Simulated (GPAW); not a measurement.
A run of GPAW 26.7.0 is set up as follows.

File run.py:

```python
from ase import Atoms
from ase.eos import EquationOfState
from ase.io import Trajectory
from ase.units import GPa
from gpaw import GPAW, PW, setup_paths

setup_paths.insert(0, '.')

atoms = Atoms(['Se', 'Zn'],
              cell=[[0.0, 2.8338, 2.8338],
                    [2.8338, 0.0, 2.8338],
                    [2.8338, 2.8338, 0.0]],
              scaled_positions=[[0.75, 0.75, 0.75],
                                [0.0, 0.0, 0.0]],
              pbc=True)

traj = Trajectory('eos.traj', 'w')
volumes, energies = [], []
for x in [0.94, 0.96, 0.98, 1.0, 1.02, 1.04, 1.06]:
    a = atoms.copy()
    a.set_cell(atoms.cell * x**(1 / 3), scale_atoms=True)
    calc = GPAW(mode=PW(600),
                xc='PBEsol',
                kpts={'size': (8, 8, 8), 'gamma': True},
                occupations={'name': 'fermi-dirac', 'width': 0.05},
                nbands=18,
                convergence={'density': 1e-05, 'energy': 1e-05},
                maxiter=150,
                txt=f'eos-{x:.2f}.txt')
    a.calc = calc
    energies.append(a.get_potential_energy(force_consistent=True))
    volumes.append(a.get_volume())
    p = -a.get_stress()[:3].mean() / GPa
    calc.write(f'eos-{x:.2f}.gpw')
    traj.write(a)
    print(f'{x:.2f} {volumes[-1]:10.4f} A^3 {energies[-1]:14.6f} eV {p:9.3f} GPa', flush=True)

v0, e0, B = EquationOfState(volumes, energies, eos='birchmurnaghan').fit()
print(f'V0 = {v0:.4f} A^3, E0 = {e0:.6f} eV, B0 = {B / GPa:.2f} GPa')
```

Potentials or basis: PAW data sets generated in the run's folder for this functional, pw.

Run with:

```sh
$ gpaw-setup -f PBEsol Se Zn
$ OMP_NUM_THREADS=1 python run.py
```

Task: Estimate the bulk modulus.

Result: 65 GPa.

Task: Estimate the equilibrium volume.

Result: 22.35 Å³/atom.

Task: Predict the pressure derivative of the bulk modulus.

Result: 4.5.

Energy against volume, from the lowest point:
```tsv
volume (Å³/atom)	energy (meV/atom)
21.391	9.08
21.846	2.39
22.301	0.00
22.757	1.45
23.212	6.31
23.667	14.25
24.122	24.91
```
